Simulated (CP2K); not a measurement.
CsPbCl3:

```
CELL_PARAMETERS angstrom
5.60500 0.00000 0.00000
0.00000 5.60500 0.00000
0.00000 0.00000 5.60500
ATOMIC_POSITIONS crystal
Pb 0.50000 0.50000 0.50000
Cs 0.00000 0.00000 0.00000
Cl 0.50000 0.00000 0.50000
Cl 0.00000 0.50000 0.50000
Cl 0.50000 0.50000 0.00000
```

Base run:

| Property | Result |
| --- | --- |
| Program | CP2K 2026.2 |
| Functional | WC |
| Potentials or basis | POTENTIAL_UZH Pb GTH-PBE-q4, Cs GTH-PBE-q9, Cl GTH-PBE-q7; DZVP-MOLOPT-PBE-GTH basis |
| Density cutoff | 9184 eV |
| k mesh | 5 × 5 × 5 |
| Occupations | fermi-dirac, width 0.05 eV |
| Spin | no spin polarisation |

Its results: band gap on the k mesh 2.79 eV, direct; pressure 1.2 GPa.

Task: After a change of settings the same cell gave: band gap on the k mesh 2.73 eV, direct; pressure 0.3 GPa. Which change was it?
A. functional from WC to PBE
B. functional from WC to TPSS
C. functional from WC to vdW-DF2
D. functional from WC to LDA

Result: D.

LDA binds more tightly than WC, so the same cell stands under less pressure.

Caveats: the potentials were made for another functional, which shifts forces and pressure; spin-orbit coupling is left out, which as a rule narrows the gap of such compounds by several tenths of an eV; an odd mesh through Γ misses points on the zone boundary, where band edges often lie; the basis of atomic orbitals isn't converged, which shifts pressures, moduli and gaps.
